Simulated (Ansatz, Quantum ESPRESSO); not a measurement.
## Cost and result for the electronic dielectric constant of MgO

Space group Fm-3m (No. 225). a = 4.194 Å, b = 4.194 Å, c = 4.194 Å, α = 90.00°, β = 90.00°, γ = 90.00°
```tsv
atom	site	symmetry	x	y	z
Mg	4a	m-3m	0.0000	0.0000	0.0000
O	4b	m-3m	0.5000	0.0000	0.0000
```

```csv
rung,level,program and potentials,cutoff (eV),k mesh,task,core time,chip,electronic dielectric constant,miss,notes
LDA,LDA,"Ansatz, Ansatz PAW",420,11 × 11 × 11,Born charges and dielectric tensor,8.2 s,Arm Neoverse V1,3.21,+8.8 %,"potentials made for PBE, which Ansatz adapts in part; 8 valence electrons an atom on average"
LDA,LDA,"Ansatz, Ansatz PAW",420,8 × 8 × 8,phonons,29 s,Arm Neoverse V1,3.21,+8.8 %,"potentials made for PBE, which Ansatz adapts in part; 8 valence electrons an atom on average"
LDA,LDA,"Quantum ESPRESSO, PseudoDojo 0.4.1 SR LDA standard",1143,"4 × 4 × 4, shifted",phonons,55 s,Intel Xeon,3.17,+7.5 %,coarse mesh; 8 valence electrons an atom on average; cell relaxed first (9.00 Å³/atom)
GGA,PBE,"Quantum ESPRESSO, GBRV 1.5 PBE",612,"6 × 6 × 6, shifted",phonons,88 s,Arm Neoverse V1,3.19,+8.1 %,8 valence electrons an atom on average
GGA,WC,"Quantum ESPRESSO, GBRV 1.5 PBE",612,"6 × 6 × 6, shifted",phonons,2 min,Intel Xeon Platinum 8375C Ice Lake,3.25,+10.2 %,potentials made for PBE; 8 valence electrons an atom on average; cell relaxed first (9.40 Å³/atom)
GGA,revPBE,"Quantum ESPRESSO, GBRV 1.5 PBE",612,"6 × 6 × 6, shifted",phonons,2.2 min,Intel Xeon Platinum 8375C Ice Lake,3.23,+9.5 %,potentials made for PBE; 8 valence electrons an atom on average; cell relaxed first (9.85 Å³/atom)
GGA,AM05,"Quantum ESPRESSO, PseudoDojo 0.4.1 SR PBE standard",1143,"8 × 8 × 8, shifted",dielectric tensor,3 min,Arm Neoverse V1,3.22,+9.2 %,potentials made for PBE; 8 valence electrons an atom on average
GGA,PBEsol,"Quantum ESPRESSO, PseudoDojo 0.4.1 SR PBEsol standard",1143,"8 × 8 × 8, shifted",dielectric tensor,3.1 min,Arm Neoverse V1,3.22,+9.2 %,8 valence electrons an atom on average
GGA,WC,"Quantum ESPRESSO, PseudoDojo 0.4.1 SR PBE standard",1143,"8 × 8 × 8, shifted",dielectric tensor,3.1 min,Arm Neoverse V1,3.21,+8.8 %,potentials made for PBE; 8 valence electrons an atom on average
LDA,LDA,"Quantum ESPRESSO, PseudoDojo 0.4.1 SR LDA standard",1143,"8 × 8 × 8, shifted",dielectric tensor,3.1 min,Arm Neoverse V1,3.20,+8.5 %,8 valence electrons an atom on average
GGA,BLYP,"Quantum ESPRESSO, PseudoDojo 0.4.1 SR PBE standard",1143,"8 × 8 × 8, shifted",dielectric tensor,3.3 min,Arm Neoverse V1,(a),?,potentials made for PBE; 8 valence electrons an atom on average
GGA,PBE,"Quantum ESPRESSO, SPMS 1.0 PBE",1197,"6 × 6 × 6, shifted",phonons,3.6 min,Arm Neoverse V1,3.20,+8.5 %,8 valence electrons an atom on average
GGA,PBE,"Quantum ESPRESSO, SSSP 1.3 efficiency PBE",748,"6 × 6 × 6, shifted",phonons and Raman activities,6.4 min,Arm Neoverse V2,3.16,+7.1 %,coarse mesh; 4 valence electrons an atom on average; cell relaxed first (9.58 Å³/atom)
GGA,PBEsol,"Quantum ESPRESSO, GBRV 1.5 PBEsol",612,"6 × 6 × 6, shifted",phonons and Raman activities,8.1 min,Arm Neoverse V1,3.25,+10.2 %,8 valence electrons an atom on average; cell relaxed first (9.36 Å³/atom)
LDA,LDA,"Quantum ESPRESSO, GBRV 1.5 LDA",612,"6 × 6 × 6, shifted",phonons and Raman activities,8.4 min,Arm Neoverse V1,3.19,+8.1 %,8 valence electrons an atom on average; cell relaxed first (9.01 Å³/atom)
```

Times are single runs on shared hosts and different chips, so they are rough; meshes, cutoffs and the tasks' sizes weigh on the time. All rows: no spin polarisation. Meshes differ between rows, which moves values too. All levels ran on this one cell, unrelaxed unless noted. Meshes are those of the run's cell of 2 atoms unless a note names another. Ansatz refines the mesh for the field response beyond the one shown. Misses use the values as printed. Runs on faulty files, with rough fits or with known faults for this quantity aren't shown. No row holds spin-orbit coupling.

Measured: 2.95 at 295 K (arxiv:0704.2267). The runs are for a static lattice.

**Question.** Estimate the value left out from the other rows.

**Answer.** (a) 3.09, miss +4.7 %.
